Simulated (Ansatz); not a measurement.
**Si: work and stress of cleavage**

Level of theory: DFT r2SCAN, scalar-relativistic, plane waves, PAW (Ansatz). The runs took a 500 eV cutoff, a Γ-centred 8×8×3 mesh and Gaussian smearing (0.05 eV). No spin polarisation. Energies are free energies at this smearing, counted from the undisturbed cell; pressure is positive in compression.

The undisturbed cell (as given, not relaxed at this level; it stands at 0.7 GPa):

```xyz
6
Lattice="2.7155 -2.7155 0.0000 2.7155 0.0000 -2.7155 5.4309 5.4309 5.4309" Properties=species:S:1:pos:R:3 pbc="T T T"
Si    6.5622    1.1313    1.1313
Si    1.1313    1.1313    1.1313
Si    6.5622    3.8467    3.8467
Si    7.9199    2.4890    2.4890
Si    2.4890    2.4890    2.4890
Si    2.4890   -0.2265   -0.2265
```

The cut lies on the cell's a–b face, a (1 1 1) plane (indices in the standard cell, whose axes needn't be the Cartesian ones shown) of area 12.77 Å², between layers 2.35 Å apart. Vector c is lengthened by d along the normal with the atoms' Cartesian places fixed: one unrelaxed cut a cell. The traction is positive where the two halves pull on each other.

| d (Å) | energy (J/m²) | traction (GPa) |
| --- | --- | --- |
| -0.30 | 0.79 | -63.4 |
| -0.15 | 0.17 | -23.6 |
| 0.00 | 0.00 | -0.7 |
| 0.25 | 0.24 | 16.9 |
| 0.50 | 0.74 | 21.9 |
| 0.75 | 1.30 | 21.8 |
| 1.00 | 1.81 | 19.5 |
| 1.50 | 2.62 | 12.6 |
| 2.00 | 3.10 | 6.9 |
| 3.00 | 3.42 | 1.0 |
| 4.50 | 3.46 | 0.1 |
| 6.00 | 3.46 | 0.0 |

Q: What are the work of separation and the cleavage stress, and do they fit the universal binding curve?

A: The energy levels off near W ≈ 3.46 J/m² (the traction is down to 0.0 GPa), the energy of the two unrelaxed faces, 1.73 J/m² each on average. The largest sampled traction is 21.9 GPa at d = 0.50 Å, and a parabola through it and its two neighbours peaks at σ_max ≈ 22.5 GPa, d ≈ 0.62 Å. The curve E = W[1 − (1 + d/ℓ)exp(−d/ℓ)] peaks in traction at d = ℓ with σ_max = W/(eℓ); with 1 J/m² per Å = 10 GPa this W and σ_max give ℓ = 0.57 Å. A parabola through that curve at the same three d peaks at 0.59 Å, against 0.62 Å here, a fair fit. Real crystals break at far lower stress, because cracks concentrate it, and on the plane of lowest W, which needn't be this one.

The cut is rigid; relaxing the faces lowers these energies and usually the stresses.

The gap closes along the scan, which can put kinks into the curve.